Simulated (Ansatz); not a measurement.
# Tin, bcc under revPBE: ground state and equation of state

The plan for tin in the bcc structure: relax it, solve it on a dense k-mesh, then scale the cell to 7 volumes from 88 to 112 % of the relaxed one and try a fit of the equation of state. Spin polarisation is left out. The k-meshes are 12×12×12 for the relaxation; 19×19×19 for the dense run; 13×13×13 for the volumes.

Computed with Ansatz 0.2.0 (DFT revPBE, plane waves (420 eV) with PAW, scalar-relativistic; PBE-made PAW files, unless a step says otherwise).

### Step 1. Starting point

It takes space group Im-3m (No. 229, cubic). Conventional cell: a = 3.827 Å, b = 3.827 Å, c = 3.827 Å, α = 90.00°, β = 90.00°, γ = 90.00°. Around Sn (site symmetry m-3m) lie 8 Sn at 3.31 Å.

Structure file:

```cif
data_structure
_symmetry_space_group_name_H-M 'Im-3m'
_symmetry_Int_Tables_number 229
_cell_length_a 3.8275
_cell_length_b 3.8275
_cell_length_c 3.8275
_cell_angle_alpha 90.000
_cell_angle_beta 90.000
_cell_angle_gamma 90.000
_cell_volume 56.07
loop_
_atom_site_label
_atom_site_type_symbol
_atom_site_symmetry_multiplicity
_atom_site_Wyckoff_symbol
_atom_site_fract_x
_atom_site_fract_y
_atom_site_fract_z
_atom_site_occupancy
Sn1 Sn 2 a 0.00000 0.00000 0.00000 1
```

### Step 2. Relaxation of the cell

Contents of input.yaml:

```yaml
crystal:
  lattice:
    - [-1.9137253733, 1.9137253733, 1.9137253733]
    - [1.9137253733, -1.9137253733, 1.9137253733]
    - [1.9137253733, 1.9137253733, -1.9137253733]
  atoms:
    - { symbol: Sn, position: [0.0, 0.0, 0.0] }
hamiltonian:
  xc: revpbe
  pseudopotentials:
    kind: paw
    azcp:
      Sn: "pseudopotentials/Sn.paw.azcp"
basis:
  ecutwfc: 420
  fft_grid_basis: typed
kpoints:
  mp_grid: { grid: [12, 12, 12], shift: [0, 0, 0] }
magnetization:
  spin_polarized: false
scf:
  occupations: { method: fermi_dirac, width: 0.1 }
relax:
  max_steps: 60
  f_tol: 0.01
  cell: {}
output:
  write_density: true
  write_potential: true
  elf: true
  volumetric_format: npy
```

The runs that follow: Single point on a dense mesh; Volume × 0.88; Volume × 0.92; Volume × 0.96; Volume × 1.0; Volume × 1.04; Volume × 1.08; Volume × 1.12.

What does the calculation give? Wanted: space group; conventional cell; volume; shortest distance; gap on the mesh; relative to alpha-Sn; V₀, B₀, B₀′.

As calculated:

| quantity | value |
| --- | --- |
| space group (spins left aside) | Im-3m (No. 229) |
| conventional cell | a = 3.834 Å |
| volume | 28.181 Å³/atom |
| shortest distance | 3.320 Å |
| gap on the mesh | none (levels filled in part) |
| relative to alpha-Sn (diamond) | +99 meV/atom |
| V₀, B₀, B₀′ | 28.342 Å³/atom, 43 GPa, 4.6 |

In words: From the guessed start the volume grew by 0.5 % in 3 steps. Against the reference form of tin (alpha-Sn (diamond), computed apart with the same settings) it stands 99 meV/atom higher. No gap shows: it is a metal or semimetal at this level. The fitted modulus is 43 GPa. Relaxation kept the symmetry; phonons were not checked.
